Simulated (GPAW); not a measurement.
Runs of GPAW 26.7.0 on Al3Cu2. It takes space group P-3m1 (No. 164, trigonal). Conventional cell: a = 4.092 Å, b = 4.092 Å, c = 4.993 Å, α = 90.00°, β = 90.00°, γ = 120.00°. Around Cu (site symmetry 3m) lie 8 Al at 2.44 to 2.55 Å. Al (site symmetry 3m) is surrounded by 5 Cu at 2.44 to 2.55 Å and 3 Al at 2.80 Å. Al (site symmetry -3m) has 6 Cu at 2.49 Å as nearest neighbours. The cell comes from a database or a generator and needn't be the stable form of this composition.

```csv
task,level,potentials or basis,cell,k mesh,optimizer,fmax,max steps,convergence,band path,gap on the mesh (eV),pressure (GPa),V0 of scaled cells (Å³/atom),relaxed volume (Å³/atom),B0 (GPa),largest force (eV/Å)
relaxation of cell and atoms,PBEsol,"PAW data sets generated in the run's folder for this functional, pw",relaxed,6 × 6 × 4,BFGS,0.02 eV/Å,60,density=1e-05 forces=0.0001,-,none,-0.1,-,(c),-,0.02
relaxation of cell and atoms,PBEsol+D3(BJ),"PAW data sets generated in the run's folder for this functional, pw",relaxed,6 × 6 × 4,BFGS,0.02 eV/Å,60,density=1e-05 forces=0.0001,-,none,0.0,-,14.06,-,0.01
band structure,LDA,"the program's PAW data sets (release 1.2.1) made for this functional, pw",as given,6 × 6 × 5,-,-,-,-,"GMKGALHA,LM,KH",-,-2.9,-,-,-,0.05
relaxation of cell and atoms,PBEsol+D3(BJ)+ATM,"PAW data sets generated in the run's folder for this functional, pw",relaxed,6 × 6 × 4,BFGS,0.02 eV/Å,60,density=1e-05 forces=0.0001,-,none,0.0,-,14.15,-,-
equation of state,LDA,"the program's PAW data sets (release 1.2.1) made for this functional, pw",as given,6 × 6 × 5,-,-,-,-,-,-,-,(b),-,120,-
band structure,PBEsol,"PAW data sets generated in the run's folder for this functional, pw",as given,6 × 6 × 5,-,-,-,-,"GMKGALHA,LM,KH",-,1.0,-,-,-,0.07
relaxation of cell and atoms,PBEsol+D4,"PAW data sets generated in the run's folder for this functional, pw",relaxed,6 × 6 × 4,BFGS,0.02 eV/Å,60,density=1e-05 forces=0.0001,-,none,0.1,-,14.28,-,0.01
equation of state,PBEsol,"PAW data sets generated in the run's folder for this functional, pw",as given,8 × 8 × 6,-,-,-,-,-,-,-,(a),-,111,-
```

Alike in all rows: no spin polarisation; cutoff (eV) 600; smearing fermi-dirac 0.05 eV.

Problem. Fill in the values left out.

Solution. (a) 14.61; (b) 14.13; (c) 14.61.

Caveats: with this Cu data set, volumes or pressures lay over 1.5 % or 2 GPa off other programs in two to four cells of ten; later steps reuse the first step's grids (some runs); pairwise dispersion overbinds metals, which lowers pressure and volume (some runs); the cell was scaled at fixed shape and fractional positions, which overstates the stiffness of a crystal with free parameters, most of all of layers and chains (some runs).

A k mesh can miss the band edges.

A gap of «none» marks a metal or a gap under the smearing width.

Not every run made on this cell is shown here.
